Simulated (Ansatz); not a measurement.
**Converging shifted k-point meshes: InN (R3m, 2 atoms in the cell)**

```
CELL_PARAMETERS angstrom
      0.00000     2.47755     2.47755
      2.47755     0.00000     2.47755
      2.47755     2.47755     0.00000
ATOMIC_POSITIONS crystal
  In 0.00583 0.00583 0.00583
  N  0.25000 0.25000 0.25000
```

Level of theory: LDA (PW92), default PAW files made with PBE (plane waves; Ansatz, an electronic-structure program).

Base settings: basis.ecutwfc = 420 eV; kpoints.mp_grid.grid = 9 9 9; hamiltonian.xc = lda; hamiltonian.pseudopotentials = {kind: paw} (the program's default PAW files); scf.occupations.method = fermi_dirac; scf.occupations.width = 0.02 eV.

In this ladder: kpoints.mp_grid.shift = 0.5 0.5 0.5.

Only quantities that move along the ladder and can be compared are tabulated.

The count of work is k-points × plane waves × bands × iterations; it is no time. Core times come from one kind of shared machine, to one figure; runs under 30 s give none.

The starting cell has typed, rounded lattice constants, without a prior relaxation at this level. Its lattice was rescaled by up to half a per cent. One atom was moved a little off its site on purpose. Ansatz's pressure includes its estimate of the finite-basis (Pulay) stress. The run gives no clean gap (levels at the Fermi energy touch, overlap or are partly filled at this smearing), which alone does not show that the compound is a metal.

Steps (kpoints.mp_grid.grid): 2 2 2; 3 3 3; 4 4 4; 5 5 5; 6 6 6; 7 7 7; 8 8 8; 9 9 9; 10 10 10; 11 11 11; 12 12 12; 13 13 13; 15 15 15; 16 16 16; 18 18 18; 20 20 20; 22 22 22; 25 25 25; 27 27 27; 30 30 30; 34 34 34; 38 38 38.

Q: What is the coarsest kpoints.mp_grid.grid that holds the pressure within 0.1 GPa of the last step, with all finer ones?

A: 3 3 3, at 0.0012 of the last step's count of work; the step before is off by 0.12 GPa.

Q: What is the coarsest kpoints.mp_grid.grid that holds the free energy within 5 meV/atom of the last step, with all finer ones?

A: 3 3 3, at 0.0012 of the last step's count of work; the step before is off by 25 meV/atom.

Q: What is the coarsest kpoints.mp_grid.grid that holds the forces within 0.01 eV/Å of the last step, with all finer ones?

A: 4 4 4, at 0.0020 of the last step's count of work; the step before is off by 0.060 eV/Å.

| kpoints.mp_grid.grid | free energy less the last step's (meV/atom) | pressure (GPa) | largest difference of a force vector from the last step's (eV/Å) | count of work / last | core time / last (rough) |
|---|---|---|---|---|---|
| 2 2 2 | 24.90 | -1.22 | 0.570 | 0.00040 | – |
| 3 3 3 | 1.89 | -1.14 | 0.060 | 0.0012 | – |
| 4 4 4 | 0.32 | -1.13 | 0.007 | 0.0020 | – |
| 5 5 5 | 0.21 | -1.12 | 0.004 | 0.0038 | – |
| 6 6 6 | 0.16 | -1.11 | 0.005 | 0.0057 | – |
| 7 7 7 | 0.11 | -1.11 | 0.004 | 0.0089 | – |
| 8 8 8 | 0.07 | -1.11 | 0.003 | 0.012 | – |
| 9 9 9 | 0.04 | -1.11 | 0.002 | 0.017 | – |
| 10 10 10 | 0.03 | -1.11 | 0.002 | 0.022 | – |
| 11 11 11 | 0.02 | -1.11 | 0.001 | 0.030 | – |
| 12 12 12 | 0.03 | -1.11 | 0.001 | 0.037 | – |
| 13 13 13 | 0.02 | -1.11 | 0.001 | 0.047 | – |
| 15 15 15 | 0.01 | -1.11 | 0.001 | 0.070 | – |
| 16 16 16 | 0.01 | -1.10 | 0.000 | 0.083 | – |
| 18 18 18 | 0.01 | -1.10 | 0.000 | 0.12 | – |
| 20 20 20 | 0.00 | -1.10 | 0.000 | 0.16 | – |
| 22 22 22 | 0.00 | -1.10 | 0.000 | 0.20 | – |
| 25 25 25 | 0.00 | -1.10 | 0.000 | 0.30 | 0.3 |
| 27 27 27 | 0.00 | -1.10 | 0.000 | 0.37 | 0.4 |
| 30 30 30 | 0.00 | -1.10 | 0.000 | 0.50 | 0.5 |
| 34 34 34 | 0.00 | -1.10 | 0.000 | 0.72 | 0.7 |
| 38 38 38 | 0.00 | -1.10 | 0.000 | 1.0 | 1 |

Keys are those of Ansatz 0.2.
